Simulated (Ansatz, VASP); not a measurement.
**Al2SiCN2 (twisted h-AlN/h-SiC alternating trilayer, 17.90 deg): VASP beside Ansatz**

One calculation is typed for both programs; each brings its own data sets. How far apart do they land? The cell is taken from a series of runs on this material, whose earlier steps may have relaxed, scaled, displaced or heated it; both programs get it as it stands.

Main program and level: Ansatz 0.2.0; plane waves, with VASP 6.6.1 beside it; single point at PBE with D3(BJ).

## Step 1: The starting structure

The cell holds 186 atoms: 62 Al, 62 N, 31 Si and 31 C. Its edges and angles: a = 17.344 Å, b = 17.344 Å, c = 20.350 Å, α = 90.0°, β = 90.0°, γ = 120.0°. As first built, before any earlier steps moved the atoms (in the runner's words): h-AlN (a = 3.13 A) under h-SiC (a = 3.1 A), alternating trilayer, commensurate cell of 31 unit cells a layer, twist 17.90 deg, both strained to the mean lattice constant; facing atoms 3.16, 3.19 A apart;; flat layers, displaced by a Gaussian of 0.01 A. Vacuum lies along c.

## Step 2: VASP: single point, PBE with D3(BJ)

A single point gives forces, pressure and levels at one fixed geometry, so differences don't come from the geometry; what else differs is listed under the comparison.

Lines of VASP's logs that name or quote its potential files are left out, and so is its time.

INCAR

```
SYSTEM = Al2SiCN2
PREC = Accurate
ENCUT = 520
EDIFF = 1E-06
NELM = 120
ISMEAR = 0
SIGMA = 0.01
LREAL = Auto
ALGO = Normal
GGA = PE
IVDW = 12
NBANDS = 502
LORBIT = 11
LWAVE = .FALSE.
LCHARG = .FALSE.
ISIF = 2
LASPH = .TRUE.
GGA_COMPAT = .FALSE.
EFERMI = MIDGAP
```

POSCAR

```
Al2SiCN2
1.0
   17.3436000000      0.0000000000      0.0000000000
   -8.6718000000     15.0200000000      0.0000000000
    0.0000000000      0.0000000000     20.3500000000
Al N Si C
62 62 31 31
Direct
    0.0751300000      0.1192100000      0.3437200000
    0.1072600000      0.3115300000      0.3439700000
    0.1392900000      0.5041200000      0.3431600000
    0.1728500000      0.6997100000      0.3441000000
    0.2041200000      0.8916000000      0.3438700000
    0.2352400000      0.0855700000      0.3446200000
    0.2689300000      0.2801000000      0.3454800000
    0.3020800000      0.4732500000      0.3437100000
    0.3337200000      0.6660400000      0.3440600000
    0.3655600000      0.8595900000      0.3441800000
    0.3975100000      0.0535500000      0.3443900000
    0.4301300000      0.2469600000      0.3434000000
    0.4606400000      0.4398400000      0.3436800000
    0.4940100000      0.6338900000      0.3436800000
    0.5274100000      0.8288700000      0.3438200000
    0.5592200000      0.0203800000      0.3446100000
    0.5907300000      0.2143700000      0.3440500000
    0.6245500000      0.4080200000      0.3435500000
    0.6557200000      0.6016300000      0.3436700000
    0.6876600000      0.7950800000      0.3443300000
    0.7197400000      0.9879300000      0.3445300000
    0.7525900000      0.1830200000      0.3439000000
    0.7835700000      0.3754000000      0.3440700000
    0.8179000000      0.5704700000      0.3434100000
    0.8491500000      0.7629300000      0.3446700000
    0.8813300000      0.9561400000      0.3443600000
    0.9144200000      0.1507300000      0.3436000000
    0.9464700000      0.3450300000      0.3453200000
    0.9782500000      0.5363800000      0.3433800000
    0.0103700000      0.7317200000      0.3454400000
[... 150 atom lines left out ...]
    0.3443200000      0.9463600000      0.4991000000
    0.1833200000      0.7524800000      0.4987600000
    0.0223200000      0.5590600000      0.4997000000
    0.1500900000      0.9145700000      0.4989300000
    0.9885500000      0.7202900000      0.4992500000
    0.9573100000      0.8814100000      0.4990700000
```

KPOINTS

```
Automatic mesh
0
Gamma
1 1 1
0 0 0
```

PAW data sets: Al, N, Si and C (PBE family, release 64).

Launch:

```
$ export OMP_NUM_THREADS=3
$ mpirun -np 1 vasp_gam
```

Numbers of over 12 decimals in the logs are rounded to 6 here.

What it wrote:

```text
[banner, memory and clock lines left out]
running    1 mpi-ranks, on    1 nodes
[...]
Offloading initialized ...    1 GPUs detected
[...]
LDA part: xc-table for (Slater+PW92), standard interpolation
 POSCAR, INCAR and KPOINTS ok, starting setup
[...]
entering main loop
       N       E                     dE             d eps       ncg     rms          rms(c)
DAV:   1     0.682021808113E+04    0.68202E+04   -0.32592E+05  1028   0.126E+03
DAV:   2    -0.261027408730E+03   -0.70812E+04   -0.67541E+04  1472   0.279E+02
DAV:   3    -0.152560356119E+04   -0.12646E+04   -0.12514E+04  1264   0.121E+02
DAV:   4    -0.159024907877E+04   -0.64646E+02   -0.64352E+02  1248   0.329E+01
[...]
DAV:  25    -0.129136442295E+04   -0.81624E-05   -0.23362E-07   808   0.547E-04    0.257E-04
DAV:  26    -0.129136442563E+04   -0.26757E-05   -0.12916E-07   824   0.311E-04    0.227E-04
DAV:  27    -0.129136442631E+04   -0.68138E-06   -0.37204E-08   816   0.193E-04
   1 F= -.13250396E+04 E0= -.13250396E+04  d E =0.000000E+00
```

Parts of OUTCAR (step 2):

```text
  FREE ENERGIE OF THE ION-ELECTRON SYSTEM (eV)
  ---------------------------------------------------
  free  energy   TOTEN  =     -1325.0395969485 eV

  energy  without entropy=    -1325.0395969485  energy(sigma->0) =    -1325.03959695
```

[end of part 1 of 2]

[Lines on the potential files, build, host, timing and source positions are cut from VASP's logs without a mark.]

[Logs are printed without paths, hosts, clocks, repeated set-up lines and the standing remarks that a program may print on its own settings, such as how far it seeks lower states.]

[Hosts, paths, dates, database ids (printed as entryN), source tags and the programs' standing remarks are cut or masked in the printed files.]
